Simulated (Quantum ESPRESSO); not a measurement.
The system is GaN.

```
Ga N
1.0
     0.00000    2.25350    2.25350
     2.25350    0.00000    2.25350
     2.25350    2.25350    0.00000
Ga N
1 1
Direct
  0.00000 0.00000 0.00000
  0.25000 0.25000 0.25000
```

The cell is a database's computed one.

```yaml
Program: Quantum ESPRESSO 7.5
Task: phonons
Functional: LDA
Potentials_or_basis: GBRV 1.5 LDA
Cutoff: 762 eV
Density_cutoff: 6095 eV
k_mesh: 6 × 6 × 6, shifted
Occupations: fermi-dirac, width 0.05 eV
Spin: no spin polarisation
Target_pressure: 40 GPa
Form_of_the_LDA_correlation: PZ81
Mixing_beta: 0.5
Most_SCF_iterations: 120
SCF_threshold: 4e-10 Ry
```

The cell and the atoms were relaxed first at 40 GPa, to 9.60 Å³/atom (a = 3.006 Å, b = 3.006 Å, c = 3.006 Å, α = 60.00°, β = 60.00°, γ = 60.00°), and the response was taken there.

The first run showed a gap, so the response started from a second, tighter run with fixed occupations.

**Question.** What is the highest optical frequency at the zone centre, leaving out the macroscopic field of polar modes?

**Answer.** 681 cm⁻¹, a mode of symmetry T2 (IR and Raman). With the field the highest mode lies at 863 cm⁻¹.

Optical modes at Γ, degenerate ones joined, polar ones without the macroscopic field:
| cm⁻¹ | components | symmetry | active in | IR intensity, summed ((D/Å)²/amu) |
| --- | --- | --- | --- | --- |
| 681 | 3 | T2 | IR and Raman | 39.13 |

Zone-centre frequencies without and with the macroscopic field along z (cm⁻¹):
```csv
,optical modes in rising order
without,681 681 681
with the field,681 681 863
```

Born effective charge tensors (e):
atom 1, Ga
```
2.57 0.00 0.00
0.00 2.57 0.00
0.00 0.00 2.57
```
atom 2, N
```
-2.57  0.00  0.00
 0.00 -2.57  0.00
 0.00  0.00 -2.57
```

Caveat: the volume moved by over 15 % at a fixed basis, so the end points are rough; the cell is more than 3 GPa from zero pressure, which shifts response properties.
